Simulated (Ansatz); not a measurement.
# CuI (Marshite): elastic constants with LDA

CuI (Marshite):

```xyz
2
Lattice="0.0000 3.0315 3.0315 3.0315 0.0000 3.0315 3.0315 3.0315 0.0000" Properties=species:S:1:pos:R:3 pbc="T T T"
I     0.0000    0.0000    0.0000
Cu    4.5473    4.5473    4.5473
```

```json
{"Program": "Ansatz 0.2.0", "Task": "elastic constants", "Functional": "LDA", "Potentials or basis": "Ansatz PAW", "Cutoff": "420 eV (not typed: the program's choice for these potentials)", "k mesh": "6 × 6 × 6", "Occupations": "fixed", "Spin": "no spin polarisation", "Atoms under strain": "relaxed"}
```

* Pressure: -4.4 GPa
* Band gap on the k mesh: 0.94 eV, direct
* Elastic constants C11, C12, C44: 48, 25, 25 GPa
* Voigt bulk modulus: 32 GPa

Levels at points of the mesh, in eV from the valence-band top:
```
             k point  band 14  band 15  band 16  band 17  band 18  band 19  band 20  band 21  band 22
  (0.00, 0.00, 0.00)    -1.91    -1.91     0.00     0.00     0.00     0.94     4.87     4.87     4.87
 (0.00, 0.00, -0.50)    -1.88    -1.88    -1.84    -0.72    -0.72     2.03     5.41     5.41     7.22
(0.00, -0.50, -0.50)    -1.94    -1.85    -1.82    -1.54    -1.54     2.61     2.84     9.00     9.68
```

Elastic tensor in Voigt notation (GPa, in the Cartesian axes of the cell as first typed):
```
48 25 25  0  0  0
25 48 25  0  0  0
25 25 48  0  0  0
 0  0  0 25  0  0
 0  0  0  0 25  0
 0  0  0  0  0 25
```

Run time: 45 s on 2 threads of Intel(R) Xeon(R) Processor @ 2.50GHz (Skylake/Cascade Lake), with other jobs on the host, peak memory 0.42 GiB.

Caveat: the cell is more than 3 GPa from zero pressure, which shifts response properties; spin-orbit coupling is left out, which moves the levels of the heavy elements; the PAW data sets come from PBE, with cores solved anew for the run's functional, which leaves a small shift of forces and pressure. As with any semilocal functional, this LDA gap is likely too small.
